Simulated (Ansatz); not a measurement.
The geometry is COD entry 9011050, unchecked; take it as a test cell. The listed cell was then made from it by scaling, straining or moving an atom.

An input for Ge: DFT, PBE, PAW with Ansatz's default frozen-core files, scalar-relativistic (Ansatz 0.2.0).

```yaml
crystal:
  lattice:
    - [0.0, 2.8008996652, 2.8853454]
    - [2.8008996652, 0.0, 2.8853454]
    - [2.8008996652, 2.8008996652, 0.0]
  atoms:
    - { symbol: Ge, position: [0.5, 0.5, 0.5] }
    - { symbol: Ge, position: [0.75, 0.75, 0.75] }
kpoints:
  mp_grid: { grid: [11, 11, 11] }
scf:
  occupations: { method: fermi_dirac, width: 0.05 }
hamiltonian:
  xc: pbe
  pseudopotentials: { kind: paw }
output:
  forces: true
  stress: true
  eigenvalues: true
  efg: { contact_densities: true }
```

The results part of the log:

```
SCF 1 converged in 6 iterations: F = -8589.932957 eV  dr2 = 3.47e-8
  greatest PAW one-centre occupation: 0.998 electrons in one spin orbital (limit 2), on the Ge atom at site 1 (counted from 0), in its partial waves of l = 2
SCF converged after 6 iterations
Free energy (F): -8589.932957 eV
Harris-Foulkes:  -8589.932957 eV  (|F-HF|=5.36e-8)
Internal energy: -8589.932459 eV  (E = F + TS)
E sigma→0 (E₀):  -8589.932708 eV
Entropy (-TS):   -0.000498 eV (-0.249 meV/atom)
Fermi energy:    8.646631 eV
--- Per-component energies (eV) ---
  E_band       = -298.284337
  E_kinetic    = 223.219989
  E_local      = -4939.926797  (includes V_loc(G=0)·N_el)
  E_nonlocal   = 837.174157
  E_hartree    = 2168.309155
  E_xc         = -151.303574
  E_vxc        = -129.439451  (∫ρ·V_xc dr)
  E_paw        = -4039.776304  (= ΣΔE_a)
  E_vpaw       = -625.943198  (= ΣTr[D̂ρ^β])
  E_aug_tail   = 0.000584  (compensation charges beyond the density's cutoff)
  E_ewald      = -2687.629670
  E_smearing   = -0.000498  (= −TS)
  E_closure    = 0.000000  (closes the sum)
  Σ components = -8589.932957   (vs F -8589.932957, Δ=0.00e0)
--- Forces (eV/Å), atoms counted from 1 ---
  atom   1  Ge     0.00000000    -0.00000000     0.00000000
  atom   2  Ge     0.00000000    -0.00000000     0.00000000
  max |Σ_I F_I| component: 3.12e-17 eV/Å
--- Stress (GPa, compression-positive) ---
        4.398131       0.000000       0.000000
        0.000000       4.398131       0.000000
        0.000000       0.000000       2.191796
  P = ⅓ Tr σ = 3.6627 GPa (36.627 kbar)
--- PAW observables at the nuclei: V_zz in 10²¹ V/m², potentials from the cell's mean, atoms counted from 1 ---
  atom   1  Ge V_zz =    -0.094776   η = 0.0000   by run symmetry: allowed
            electrostatic potential = -4321.555759 V   contact ρ = 210253.960020 e/Å³
  atom   2  Ge V_zz =    -0.094776   η = 0.0000   by run symmetry: allowed
            electrostatic potential = -4321.555759 V   contact ρ = 210253.960020 e/Å³
--- Band table (eV; the first three rows and the last of 126) ---
  k-point 0: bands = ["-16.2255", "-16.2255", "-16.2183", "-16.1889", "-16.1861", "-15.9844", "-15.9722", "-15.9722", "-15.9673", "-15.9596", "-4.1947", "8.4201", "8.6009", "8.6583", "8.6583", "11.0847", "11.0847", "11.2282"]
  k-point 1: bands = ["-16.2305", "-16.2271", "-16.2206", "-16.1816", "-16.1796", "-15.9888", "-15.9837", "-15.9750", "-15.9567", "-15.9553", "-4.0937", "6.8888", "8.3025", "8.4676", "9.5732", "11.3501", "11.3918", "11.6509"]
  k-point 2: bands = ["-16.2390", "-16.2339", "-16.2183", "-16.1682", "-16.1671", "-15.9974", "-15.9962", "-15.9800", "-15.9488", "-15.9461", "-3.7951", "5.1185", "7.8930", "8.0851", "9.4829", "11.8870", "11.9147", "13.0068"]
  k-point 125: bands = ["-16.2663", "-16.2625", "-16.1775", "-16.1676", "-16.0759", "-16.0735", "-16.0173", "-16.0084", "-15.9154", "-15.9124", "-0.4440", "-0.3235", "5.2647", "5.7068", "9.5480", "10.1311", "17.5005", "17.6520"]
```
